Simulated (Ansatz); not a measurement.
# Fe3Co: the cost of one run

Method: DFT PBEsol, scalar-relativistic, plane waves, PAW, in Ansatz 0.2.0.

2 further runs of the same task are left out: 2 set aside as unsound or not needed.

## Step 1: The structure to begin with

Symmetry: P4/mmm, No. 123, tetragonal system. Conventional cell: a = 3.967 Å, b = 3.967 Å, c = 2.791 Å, α = 90.00°, β = 90.00°, γ = 90.00°. Fe (site symmetry 4/mmm) has 8 Fe at 2.43 Å as nearest neighbours. Fe (site symmetry mmm) is surrounded by 4 Fe at 2.43 Å and 4 Co at 2.43 Å. Around Co (site symmetry 4/mmm) lie 8 Fe at 2.43 Å.

Structure file:

```cif
data_structure
_symmetry_space_group_name_H-M 'P 1'
_symmetry_Int_Tables_number 1
_cell_length_a 3.9674
_cell_length_b 3.9674
_cell_length_c 2.7911
_cell_angle_alpha 90.000
_cell_angle_beta 90.000
_cell_angle_gamma 90.000
_cell_volume 43.93
loop_
_atom_site_label
_atom_site_type_symbol
_atom_site_fract_x
_atom_site_fract_y
_atom_site_fract_z
_atom_site_occupancy
Fe1 Fe 0.50000 0.50000 0.00000 1
Fe2 Fe 0.50000 0.00000 0.50000 1
Fe3 Fe 0.00000 0.50000 0.50000 1
Co1 Co 0.00000 0.00000 0.00000 1
```

It goes back to an entry of the Materials Project, which need not be the stable form.

It is the result of an earlier relaxation at this level (volume 10.98 Å³/atom; gap on the mesh: none (metal), site moments up to 2.5 μB).

## Step 2: Bands, states and charges

input.yaml reads:

```yaml
crystal:
  lattice:
    - [3.9673711619, 0.0, 0.0]
    - [0.0, 3.9673711619, 0.0]
    - [0.0, 0.0, 2.7911187548]
  atoms:
    - { symbol: Fe, position: [0.5, 0.5, 0.0], spin: 2.48 }
    - { symbol: Fe, position: [0.5, 0.0, 0.5], spin: 2.8 }
    - { symbol: Fe, position: [0.0, 0.5, 0.5], spin: 2.8 }
    - { symbol: Co, position: [0.0, 0.0, 0.0], spin: 1.97 }
basis:
  ecutwfc: 420
kpoints:
  mp_grid: { grid: [10, 10, 16] }
  band_path:
    path:
      - [[0.0, 0.0, 0.0], [0.0, 0.5, 0.0], [0.5, 0.5, 0.0], [0.0, 0.0, 0.0], [0.0, 0.0, 0.5], [0.0, 0.5, 0.5], [0.5, 0.5, 0.5], [0.0, 0.0, 0.5]]
      - [[0.0, 0.5, 0.0], [0.0, 0.5, 0.5]]
      - [[0.5, 0.5, 0.0], [0.5, 0.5, 0.5]]
    npoints: 14
hamiltonian:
  xc: pbesol
scf:
  occupations: { method: gaussian, width: 0.1 }
  n_extra_bands: 10
output:
  forces: true
  stress: true
  eigenvalues: true
  populations: true
  dos: { projected: true, de: 0.02, nscf_kmesh: { grid: [15, 15, 24] } }
  bader: true
  write_density: true
  write_potential: true
  elf: true
  volumetric_format: npy
magnetization:
  spin_polarized: true
checkpoint:
  read: start.run
  write: ck
  compress: false
  write_wavefunctions: false
  write_every: 100000
```

Started as:

```bash
$ ansatz run input.yaml --threads 1 --pin off --max-ram 2560MiB --backend cpu --events-out ev --progress --plain --runs-dir out
```

What time and memory should one allow on 1 thread of Intel Xeon Platinum 8488C (Sapphire Rapids), shared host?

About 2.2 min, with a peak of 0.97 GiB.
